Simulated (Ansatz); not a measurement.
Al2O3 (Corundum) under changes of volume

One of the cells (8.502 Å³/atom); the others are scaled copies at fixed shape and fractional positions:

```xyz
10
Lattice="2.3803 1.3742 4.3319 -2.3803 1.3742 4.3319 0.0000 -2.7485 4.3319" Properties=species:S:1:pos:R:3 pbc="T T T"
Al    0.0000    0.0000   11.0743
Al    0.0000    0.0000    8.4191
Al    0.0000    0.0000    1.9213
Al    0.0000    0.0000    4.5765
O    -1.6503   -0.1099    5.4148
O     0.7300    1.4841    5.4148
O     0.9203   -1.3742    5.4148
O     1.6503    0.1099    7.5808
O    -0.7300   -1.4841    7.5808
O    -0.9203    1.3742    7.5808
```

* Program: Ansatz 0.2.0
* Functional: BPBE
* Potentials or basis: Ansatz PAW
* Cutoff: 420 eV (not typed: the program's choice for these potentials)
* k mesh: 7 × 7 × 7
* Occupations: fermi-dirac, width 0.05 eV
* Spin: no spin polarisation

```tsv
volume (Å³/atom)	energy over the lowest point (meV/atom)	pressure (GPa)	gap on the mesh (eV)	largest force (eV/Å)
7.992	56.30	25.5	7.04	0.066
8.162	?	?	?	?
8.332	16.00	12.8	6.51	0.036
8.502	5.34	7.4	6.25	0.030
8.672	0.17	2.4	6.01	0.048
8.842	0.00	-2.1	5.77	0.065
9.012	4.39	-6.1	5.54	0.080
```

What does the run at 8.162 Å³/atom give?

Energy over the lowest point 32.81 meV/atom; pressure 18.9 GPa; gap on the mesh 6.77 eV; largest force 0.050 eV/Å.

Worked out: A Birch-Murnaghan fit of order 3 (a polynomial in V^(-2/3)) to the other rows has its minimum at 8.76 Å³/atom with B0 = V·E''(V) = 230 GPa and B' = 4.1 at fixed shape and positions, which overstates the stiffness. It gives 32.79 meV/atom at 8.162 Å³/atom, against the run's 32.81, and -dE/dV = 18.9 GPa, against 18.9. A straight line through the other rows of the gap, of slope -12.5 eV per unit of ln V (its deformation potential), gives 6.77 eV, against the run's 6.77.

Energies are extrapolated to zero smearing.

Caveats: odd divisions of the mesh miss points on the zone boundary, where band edges often lie, so the gap on the mesh can be too wide; the PAW data sets come from PBE, with cores solved anew for the run's functional, which leaves a small shift of forces and pressure.

A mesh can miss the band edges.
